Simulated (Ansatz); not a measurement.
InSe, space group R3m, cell relaxations under several functionals

With the Ansatz DFT code, driven from Python.

The script reads `inse.extxyz`:
```text
4
Lattice="2.0 1.15470054 8.44 -2.0 1.15470054 8.44 0.0 -2.30940108 8.44" Properties=species:S:1:pos:R:3 pbc="T T T"
In    0.00000000    0.00000000    0.00000000
In    0.00000000    0.00000000    2.82064800
Se    0.00000000   -0.00000000   15.60978000
Se    0.00000000    0.00000000   20.96749200
```

Interactive session:
```pycon
>>> import warnings
>>> import ansatz as az
>>> import numpy as np
>>> def edges_and_angles(cell):
...     cell = np.asarray(cell)
...     a, b, c = np.linalg.norm(cell, axis=1)
...     cosines = cell[1] @ cell[2] / (b * c), cell[0] @ cell[2] / (a * c), cell[0] @ cell[1] / (a * b)
...     return (a, b, c, *np.degrees(np.arccos(cosines)))
...
>>> warnings.simplefilter("ignore", az.DeckWarning)
>>> system = az.Crystal.from_extxyz("inse.extxyz")
>>> len(system.resolved().sites)
4
>>> calculation = (
...     system.calculation()
...     .basis(420)
...     .kpoints(6, 6, 6)
...     .occupations("fixed")
...     .relax(cell=True, force_tolerance=0.01)
... )
>>> levels = [("pbesol", "d3bj"), ("lda", "none"), ("blyp", "d3bj")]
>>> print("level            a       b       c    alpha   beta  gamma  V/atom  steps")
level            a       b       c    alpha   beta  gamma  V/atom  steps
>>> for name, dispersion in levels:
...     seen = []
...     run = calculation.functional(name, dispersion=dispersion).session().plan()
...     res = run.execute(on_event=lambda e: seen.append(e) if e["event"] == "relax_step" else None)
...     cell = res.lattice.cell_ang
...     label = name if dispersion == "none" else f"{name}+{dispersion}"
...     print("{:13s} {:7.4f} {:7.4f} {:7.4f} {:6.2f} {:6.2f} {:6.2f}".format(label, *edges_and_angles(cell)), f"{abs(np.linalg.det(cell)) / len(res.lattice.sites):7.3f} {len(seen):5d}")
...
pbesol+d3bj    8.3741  8.3741  8.3741  27.38  27.38  27.38  27.398     8
lda            8.4437  8.4437  8.4437  27.23  27.23  27.23  27.810     7
blyp+d3bj      8.4390  8.4390  8.4390  27.98  27.98  27.98  29.201     6
```

From smallest to largest: PBEsol+D3BJ (27.40 Å³ an atom, -6.3 % against the start), LDA (27.81 Å³ an atom, -4.9 % against the start) and BLYP+D3BJ (29.20 Å³ an atom, -0.1 % against the start). The spread is 6.6 % in volume.

Notes:
- Edges and angles are those of the cell as typed, here a primitive one, not of the conventional cell.
- Of the deposited cell: the entry's cell lengths or inner coordinates differ somewhat from later room-temperature determinations.
- The starting cell is as deposited in a crystallographic database; the results hold for this polymorph, which needn't be the stable one.
- It ran for 3.6 min on 1 thread of Arm Neoverse V1 (shared host), peak memory 0.5 GiB.
